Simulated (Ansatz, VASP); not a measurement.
One calculation of K, two programs

File INCAR:

```
  ALGO = Normal
  EDIFF = 1E-6
  ENCUT = 520
  GGA = PS
  ISIF = 2
  ISMEAR = 0
  LASPH = T
  LCHARG = T
  LELF = T
  LREAL = F
  LVHAR = T
  LWAVE = F
  NBANDS = 10
  NELM = 60
  PREC = Accurate
  SIGMA = 0.15
```

The input KPOINTS:

```
k-points
0
Gamma
  12 12 12
```

Contents of POSCAR:

```
K
1.0
    4.5615974539      1.1403993635      1.1403993635
    1.1403993635      4.5615974539      1.1403993635
    1.1403993635      1.1403993635      4.5615974539
K
1
Direct
    0.0000000000      0.0000000000      0.0000000000
```

Input for Ansatz:

```yaml
crystal:
  lattice:
    - [4.5615974539, 1.1403993635, 1.1403993635]
    - [1.1403993635, 4.5615974539, 1.1403993635]
    - [1.1403993635, 1.1403993635, 4.5615974539]
  atoms:
    - { symbol: K, position: [0.0, 0.0, 0.0] }
basis:
  ecutwfc: 420
kpoints:
  mp_grid: { grid: [12, 12, 12] }
hamiltonian:
  xc: pbesol
scf:
  occupations: { method: gaussian, width: 0.15 }
output:
  forces: true
  stress: true
  eigenvalues: true
```

Alike in both runs: task single point; functional PBEsol; k mesh 12 × 12 × 12; occupations gaussian, width 0.15 eV; no spin polarisation.

```csv
,VASP,Ansatz
version,VASP 6.6.1,Ansatz 0.2.0
potentials or method,"VASP PAW PBE potentials, release 64 (K_sv)","scalar-relativistic, plane waves, PAW"
plane-wave cutoff (eV),520,420
valence electrons in the cell,9,9
```

|  | VASP | Ansatz | Ansatz less VASP |
| --- | --- | --- | --- |
| gap on the k mesh at the Fermi level (eV) | none | none | - |
| pressure (GPa) | -0.4 | -0.4 | +0.01 |

A gap of «none» marks a metal or a gap that the smearing closes.

Caveats: the PAW data sets were made with another functional, which shifts forces and pressure a little (VASP).
